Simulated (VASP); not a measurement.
Set up this calculation in VASP 6.6.1, as the native input.

```yaml
Task: relaxation of cell and atoms
Functional: PBEsol
Potentials_or_basis: VASP PAW PBE potentials, release 64 (Nb_sv, H)
Cutoff: 600 eV
k_mesh: 16 × 16 × 16
Occupations: gaussian, width 0.1 eV
Spin: no spin polarisation
Dipole_correction: no
Further_INCAR_settings: ALGO = Normal; EDIFF = 1e-07; IBRION = 2; EDIFFG = -0.005; NSW = 70; ISIF = 3
```

The structure of NbH2 lies in POSCAR:

```
NbH2
1.0
    0.0000000000      2.2799277583      2.2799277583
    2.2799277583      0.0000000000      2.2799277583
    2.2799277583      2.2799277583      0.0000000000
Nb H
1 2
Direct
    0.0000000000      0.0000000000      0.0000000000
    0.2500000000      0.2500000000      0.2500000000
    0.7500000000      0.7500000000      0.7500000000
```

These files were run (other wordings do the same):

INCAR

```
PREC     = Accurate       # precision mode
ENCUT    = 600            # plane-wave cutoff, eV
EDIFF    = 1E-7           # SCF threshold, eV
ISMEAR   = 0              # smearing method
SIGMA    = 0.1            # smearing width, eV
LREAL    = False          # projectors in reciprocal space
LASPH    = True           # aspherical terms in the spheres
NELM     = 100            # most SCF steps
ALGO     = Normal         # electronic algorithm
ISIF     = 3              # what is computed and relaxed
LWAVE    = False          # write WAVECAR
LCHARG   = False          # write CHGCAR
GGA      = PS             # functional
IBRION   = 2              # ionic algorithm
NSW      = 70             # ionic steps
EDIFFG   = -0.005         # ionic threshold
```

KPOINTS

```
Automatic mesh
0
Gamma
  16 16 16
```

Potentials or basis: VASP PAW PBE potentials, release 64 (Nb_sv, H).

Command:

```sh
$ cat potpaw_PBE.64/Nb_sv/POTCAR potpaw_PBE.64/H/POTCAR > POTCAR
$ mpirun -np 1 vasp_std > vasp.out
```

Results of the run:

The relaxed volume is 7.67 Å³/atom, the relaxed cell is a = 3.193 Å, b = 3.193 Å, c = 3.193 Å, α = 60.00°, β = 60.00°, γ = 60.00° and the space group after relaxing (to 0.05 Å) is Fm-3m (No. 225). The energy gained by relaxing is 3.9 meV/atom, the ionic steps are 3 and the pressure after relaxing is 0.0 GPa. The band gap on the k mesh is none (metal or under the smearing width).

Caveat: the PAW data sets were made with another functional, which shifts forces and pressure a little.

Wall time 62 s on 1 thread of Intel(R) Xeon(R) 6975P-C (Granite Rapids) (shared host), peak memory 0.2 GiB.
